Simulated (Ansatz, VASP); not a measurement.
Eu: VASP beside Ansatz

File INCAR:

```
PREC     = Accurate       # precision mode
ENCUT    = 520            # plane-wave cutoff, eV
EDIFF    = 1E-6           # SCF threshold, eV
ISMEAR   = 0              # smearing method
SIGMA    = 0.05           # smearing width, eV
LREAL    = False          # projectors in reciprocal space
LASPH    = True           # aspherical terms in the spheres
NELM     = 150            # most SCF steps
ALGO     = Normal         # electronic algorithm
ISIF     = 2              # what is computed and relaxed
LWAVE    = False          # write WAVECAR
LCHARG   = False          # write CHGCAR
ISPIN    = 2              # spin polarisation
MAGMOM   = 7 -7           # initial moments
LORBIT   = 11             # projections on sites
LMAXMIX  = 6              # l up to which the mixer works
LDAU     = True           # DFT+U
LDAUTYPE = 2            
LDAUL    = 3              # shell
LDAUU    = 5              # U, eV
LDAUJ    = 0            
LDAUPRINT= 1            
GGA      = PS             # functional
NBANDS   = 28             # bands
```

KPOINTS

```
Automatic mesh
0
Gamma
  4 4 4
```

File POSCAR:

```
Eu
1.0
    0.0000000000      4.6100002980      0.0000000000
    4.6100002980      0.0000000000      0.0000000000
    4.6100002980      4.6100002980     -4.6100002980
Eu
2
Direct
    0.0000000000      0.0000000000      0.0000000000
    0.0000000000      0.0000000000      0.5000000000
```

Input for Ansatz:

```yaml
crystal:
  lattice:
    - [0.0, 4.610000298, 0.0]
    - [4.610000298, 0.0, 0.0]
    - [4.610000298, 4.610000298, -4.610000298]
  atoms:
    - { symbol: Eu, position: [0.0, 0.0, 0.0], spin: 7.0 }
    - { symbol: Eu, position: [0.0, 0.0, 0.5], spin: -7.0 }
basis:
  ecutwfc: 420
  ecutrho_ratio: 4
kpoints:
  mp_grid: { grid: [4, 4, 4] }
hamiltonian:
  xc: pbesol
  hubbard: { sites: [{ species: Eu, l: f, u_eff: 5.0 }] }
scf:
  occupations: { method: gaussian, width: 0.05 }
output:
  forces: true
  stress: true
  eigenvalues: true
  populations: true
  hubbard: { sites: [{ species: Eu, l: f }] }
magnetization:
  spin_polarized: true
```

Alike in both runs: task single point; functional PBEsol; k mesh 4 × 4 × 4; occupations gaussian, width 0.05 eV; collinear spin; Hubbard terms Eu f U = 5.0 eV.

|  | VASP | Ansatz |
| --- | --- | --- |
| version | VASP 6.6.1 | Ansatz 0.2.0 |
| potentials or method | VASP PAW PBE potentials, release 64 (Eu) | scalar-relativistic, plane waves, PAW |
| plane-wave cutoff (eV) | 520 | 420 |
| valence electrons in the cell | 34 | 34 |

|  | VASP | Ansatz | Ansatz less VASP |
| --- | --- | --- | --- |
| gap on the k mesh at the Fermi level (eV) | none | none | - |
| pressure (GPa) | -1.5 | -1.7 | -0.14 |
| net moment per atom (μB) | 0.00 | 0.00 | 0.000 |
| size of the moment on the site where the two differ most (μB) | 6.77 | 7.04 | +0.268 |

Site moments also hang on the region over which each program counts them. The programs project onto different local orbitals, so the same U acts differently. A gap of «none» marks a metal or a gap that the smearing closes. Ansatz warned: «filled_band_counts_differ_across_k_points».

Caveats: the k mesh is coarse (spacing up to 0.48 Å⁻¹), so the values aren't converged; the PAW data sets were made with another functional, which shifts forces and pressure a little (VASP); spin-orbit coupling is left out, which moves the levels of the heavy elements. The state reached can hang on the start; a lower one may exist.
